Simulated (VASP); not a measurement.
Si: relaxation of cell and atoms with PBE

Crystal: Si.

```
CELL_PARAMETERS angstrom
3.83132 0.00000 0.00000
-1.91566 3.31802 0.00000
0.00000 0.00000 6.33262
ATOMIC_POSITIONS crystal
Si 0.33333 0.66667 0.06301
Si 0.66667 0.33333 0.56301
Si 0.33333 0.66667 0.43699
Si 0.66667 0.33333 0.93699
```

This isn't the form of Si at room conditions, which is diamond.

| Property | Result |
| --- | --- |
| Program | VASP 6.6.1 |
| Task | relaxation of cell and atoms |
| Functional | PBE |
| Potentials or basis | VASP PAW PBE potentials, release 64 (Si) |
| Cutoff | 600 eV |
| k mesh | 9 × 9 × 4 |
| Occupations | gaussian, width 0.03 eV |
| Spin | no spin polarisation |
| Further INCAR settings | ALGO = Normal; EDIFF = 1e-06; IBRION = 2; EDIFFG = -0.01; NSW = 90; ISIF = 3 |

The relaxed volume is 20.42 Å³/atom, the relaxed cell is a = 3.850 Å, b = 3.850 Å, c = 6.364 Å, α = 90.00°, β = 90.00°, γ = 120.00° and the space group after relaxing (to 0.05 Å) is P6_3/mmc (No. 194). The energy gained by relaxing is 1.2 meV/atom and the ionic steps are 3. The pressure after relaxing is 0.0 GPa, the largest force after relaxing is 0.007 eV/Å and the band gap on the k mesh is 0.49 eV, indirect (least direct gap 1.00 eV).

Forces on the atoms (eV/Å):
```
Si   0.000  0.000 -0.007
Si   0.000  0.000 -0.007
Si   0.000  0.000  0.007
Si   0.000  0.000  0.007
```

The path:
```tsv
step	energy change (eV)	largest force (eV/Å)	pressure (GPa)	volume (Å³)
1	0.0000	0.0070	1.36	80.50
2	-0.0028	0.0075	-0.86	82.51
3	-0.0050	0.0073	0.01	81.70
```

Final structure:
```
Si
1.0
     3.85015    0.00000    0.00000
    -1.92508    3.33433    0.00000
     0.00000    0.00000    6.36391
Si
4
Direct
  0.33333 0.66667 0.06298
  0.66667 0.33333 0.56298
  0.33333 0.66667 0.43702
  0.66667 0.33333 0.93702
```

Levels at points of the mesh, in eV from the valence-band top:
| k point | band 6 | band 7 | band 8 | band 9 | band 10 | band 11 |
| --- | --- | --- | --- | --- | --- | --- |
| (0.00, 0.00, 0.00) | -0.34 | 0.00 | 0.00 | 1.00 | 2.02 | 2.02 |
| (0.00, 0.00, 0.50) | -0.91 | -0.91 | -0.91 | 1.77 | 1.77 | 2.98 |

Run time: 90 s on 1 thread of AMD EPYC 7R43 64-Core Processor (Zen 3), with other jobs on the host, peak memory 0.19 GiB.

Caveat: an odd mesh through Γ misses points on the zone boundary, where band edges often lie.
